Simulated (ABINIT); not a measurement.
TiAl, 2 atoms in the cell. The structure is cubic, space group Pm-3m (No. 221). The conventional cell has a = 3.179 Å, b = 3.179 Å, c = 3.179 Å, α = 90.00°, β = 90.00°, γ = 90.00°. Around Ti (site symmetry m-3m) lie 8 Al at 2.75 Å. Al (site symmetry m-3m) has 8 Ti at 2.75 Å as nearest neighbours. The cell comes from a database or a generator and needn't be the stable form of this composition.

| Property | Result |
| --- | --- |
| Program | ABINIT 10.8.3 (patched build) |
| Task | equation of state |
| Functional | PBE |
| Potentials or basis | JTH PAW PBE v2.0 |
| Cutoff | 544 eV |
| k mesh | 8 × 8 × 8 |
| Occupations | fermi-dirac, width 0.05 eV |
| Spin | no spin polarisation |
| Fine-grid cutoff | 1088.46 eV |
| Exchange and correlation inside the PAW spheres | full angular mesh (pawxcdev 0, this build's default; the released program takes 1) |

Potentials or basis: JTH PAW PBE v2.0.

The run is started by

```console
$ abinit run.abi > log 2>&1
```

Hardware: 1 thread of Intel(R) Xeon(R) Platinum 8488C (Sapphire Rapids) (shared host).

**Question.** Estimate the wall time of this run.

**Answer.** It took 54 s on 1 thread of Intel(R) Xeon(R) Platinum 8488C (Sapphire Rapids), on a shared host, peak memory 0.13 GiB. Counts: scf iterations 58, mpi ranks 1, k points 35, bands 12, plane waves 892.
